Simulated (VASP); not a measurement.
Runs of VASP 6.6.1 on ZnSe (Stilleite). The structure is cubic, space group F-43m (No. 216). The conventional cell has a = 5.668 Å, b = 5.668 Å, c = 5.668 Å, α = 90.00°, β = 90.00°, γ = 90.00°. Around Se (site symmetry -43m) lie 4 Zn at 2.45 Å. Zn (site symmetry -43m) is surrounded by 4 Se at 2.45 Å. 

```tsv
task	level	potentials or basis	cell	cutoff (eV)	ladder	gap on the mesh (eV)	pressure (GPa)	relaxed volume (Å³/atom)
relaxation of cell and atoms	LDA	VASP PAW LDA potentials, release 64 (Se, Zn)	relaxed	600	-	1.28	0.0	(c)
relaxation of cell and atoms	PBEsol+D3	VASP PAW PBE potentials, release 64 (Se, Zn)	relaxed	600	-	1.36	0.0	(b)
band structure	LDA	VASP PAW LDA potentials, release 64 (Se, Zn)	as given	520	-	1.07	-	-
single point	PBEsol	VASP PAW PBE potentials, release 64 (Se, Zn)	as given	520	free	1.17	-0.9	-
relaxation of cell and atoms	PBE+D3	VASP PAW PBE potentials, release 64 (Se, Zn)	relaxed	600	-	(a)	-0.1	22.76
```

Alike in all rows: no spin polarisation; k mesh 8 × 8 × 8; smearing fermi-dirac 0.05 eV.

**Question.** Estimate the missing entries.

**Answer.** (a) 1.29; (b) 21.73; (c) 21.64.

Caveats: the PAW data sets were made with another functional, which shifts forces and pressure a little (some runs).

A k mesh can miss the band edges, and the runs leave out spin-orbit coupling on Se.

Not every run made on this cell is shown here.
